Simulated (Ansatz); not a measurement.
# Li: pressure against volume

Li, Fm-3m, a = 4.177 Å. This isn't the element's structure at ambient conditions. Ansatz: PBE+D3(BJ), PAW, 420 eV, Γ-centred 18×18×18 mesh on 1 atom, Gaussian smearing 0.10 eV; no spin polarisation. Symmetry fixes shape and atoms, so the cell is only scaled; pressure is positive in compression.

```tsv
V (Å³/atom)	P (GPa)
16.033	?
16.579	1.74
17.126	1.08
17.672	0.51
18.219	0.01
18.765	-0.44
19.312	-0.82
20.041	-1.27
```

**Question.** Take V0 = 18.219 Å³/atom, count pressures from its P0 = 0.01 GPa, fit the third-order Birch–Murnaghan form to the other rows, and predict the missing pressure.

**Answer.** With the Eulerian strain f = ½[(V0/V)^(2/3) − 1] and y = (P − P0)/[3f(1 + 2f)^(5/2)], the form is the line y = B0 + 1.5 B0 (B0′ − 4) f. Rows (f, y): 0.03245, 15.19; 0.02105, 15.28; 0.01027, 15.42; -0.00975, 16.16; -0.01905, 16.00; -0.03078, 16.25. Means f = 0.0006983, y = 15.717; Σ(Δf)² = 0.003004, ΣΔfΔy = -0.05546; the slope is their ratio. y = 15.73 − 18.46 f GPa, so B0 = 15.7 GPa and B0′ = 4 + 2 × (-18.46)/(3 × 15.73) = 3.22. At V = 16.033, f = 0.04447, y = 14.909 and P = 2.47 GPa. The run gave 2.49 GPa, so the fit is 0.02 GPa too low, a small miss on the scale of the series.